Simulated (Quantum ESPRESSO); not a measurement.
# Ge in Quantum ESPRESSO: the effect of functional

The system is Ge.

```
Ge
1.0
     0.00000    2.82891    2.82891
     2.82891    0.00000    2.82891
     2.82891    2.82891    0.00000
Ge
2
Direct
  0.75000 0.75000 0.75000
  0.50000 0.50000 0.50000
```

Alike in all runs:

| Property | Result |
| --- | --- |
| Program | Quantum ESPRESSO 7.5 |
| Task | phonons |
| Cutoff | 1061 eV |
| Density cutoff | 4245 eV |
| k mesh | 8 × 8 × 8 |
| Occupations | cold, width 0.2 eV |
| Spin | no spin polarisation |

Each run relaxes the cell or the atoms first.

| functional | potentials or basis | relaxed volume (Å³/atom) | highest phonon frequency (cm⁻¹) |
| --- | --- | --- | --- |
| LDA | PseudoDojo 0.4.1 SR LDA standard | ? | ? |
| PBE | PseudoDojo 0.4.1 SR PBE standard | 23.87 | 265 |
| PBEsol | PseudoDojo 0.4.1 SR PBEsol standard | 22.82 | 281 |
| RPBE | PseudoDojo 0.4.1 SR PBE standard | 24.67 | 259 |
| WC | PseudoDojo 0.4.1 SR PBE standard | 22.85 | 279 |
| PW91 | PseudoDojo 0.4.1 SR PBE standard | 23.78 | 262 |
| vdW-DF-cx | PseudoDojo 0.4.1 SR PBE standard | 22.89 | 280 |

Task: What does the run with functional LDA give?

Result: Relaxed volume 22.16 Å³/atom; highest phonon frequency 290 cm⁻¹.

Caveats: the potentials were made for another functional, which shifts forces and pressure (some runs); before the sum rule the acoustic modes lie tens of cm⁻¹ from zero, a sign that the density grid also shifts the optical modes (some runs).
